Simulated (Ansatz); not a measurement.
# H4C19: the cost of one run

Program: Ansatz 0.2.0. Level of theory: DFT PBE+D3(BJ), plane waves, PAW, scalar-relativistic, no spin polarisation. These are calculated values, not measurements.

## Step 1: The starting structure

The cell holds 23 atoms (C19H4): a = 7.398 Å, b = 7.398 Å, c = 12.000 Å, α = 90.00°, β = 90.00°, γ = 120.00°.

Its coordinates follow in the input file.

## Step 2: End point A

The input, input.yaml:

```yaml
crystal:
  lattice:
    - [7.398, 0.0, 0.0]
    - [-3.699, 6.406856, 0.0]
    - [0.0, 0.0, 12.0]
  atoms:
    - { symbol: C, position: [0.0, 0.0, 0.0833333] }
    - { symbol: C, position: [0.2222222, 0.1111111, 0.0833333] }
    - { symbol: C, position: [0.0, 0.3333333, 0.0833333] }
    - { symbol: C, position: [0.2222222, 0.4444444, 0.0833333] }
    - { symbol: C, position: [0.0, 0.6666667, 0.0833333] }
    - { symbol: C, position: [0.2222222, 0.7777778, 0.0833333] }
    - { symbol: C, position: [0.3333333, 0.0, 0.0833333] }
    - { symbol: C, position: [0.5555556, 0.1111111, 0.0833333] }
    - { symbol: C, position: [0.3333333, 0.3333333, 0.0833333] }
    - { symbol: C, position: [0.5555556, 0.4444444, 0.0833333] }
    - { symbol: C, position: [0.3333333, 0.6666667, 0.0833333] }
    - { symbol: C, position: [0.5555556, 0.7777778, 0.0833333] }
    - { symbol: C, position: [0.6666667, 0.0, 0.0833333] }
    - { symbol: C, position: [0.8888889, 0.1111111, 0.0833333] }
    - { symbol: C, position: [0.6666667, 0.3333333, 0.0833333] }
    - { symbol: C, position: [0.8888889, 0.4444444, 0.0833333] }
    - { symbol: C, position: [0.6666667, 0.6666667, 0.0833333] }
    - { symbol: C, position: [0.8888889, 0.7777778, 0.0833333] }
    - { symbol: C, position: [0.5987424, 0.2942685, 0.2625] }
    - { symbol: H, position: [0.6234528, 0.444196, 0.2325] }
    - { symbol: H, position: [0.4490044, 0.1684365, 0.2325] }
    - { symbol: H, position: [0.7235303, 0.2687173, 0.2325] }
    - { symbol: H, position: [0.5987424, 0.2942685, 0.3533333] }
basis:
  ecutwfc: 420.0
kpoints:
  mp_grid: { grid: [2, 2, 1] }
hamiltonian:
  xc: pbe
  dispersion: d3bj
scf:
  occupations: { method: fermi_dirac, width: 0.05 }
  lower_state_search: "off"
relax:
  f_tol: 0.03
  max_steps: 60
  adjacent_minimum: "off"
output:
  write_density: true
  write_potential: true
  elf: true
  volumetric_format: npy
```

Launch:

```sh
$ ansatz run input.yaml --threads 1 --pin off --max-ram 3072MiB --backend cpu --events-out ev --progress --plain --runs-dir out
```

**Question.** How long does this run take on 1 thread of an Arm CPU, shared host, and how much memory does it need?

About 2.8 min, with a peak of 0.68 GiB.
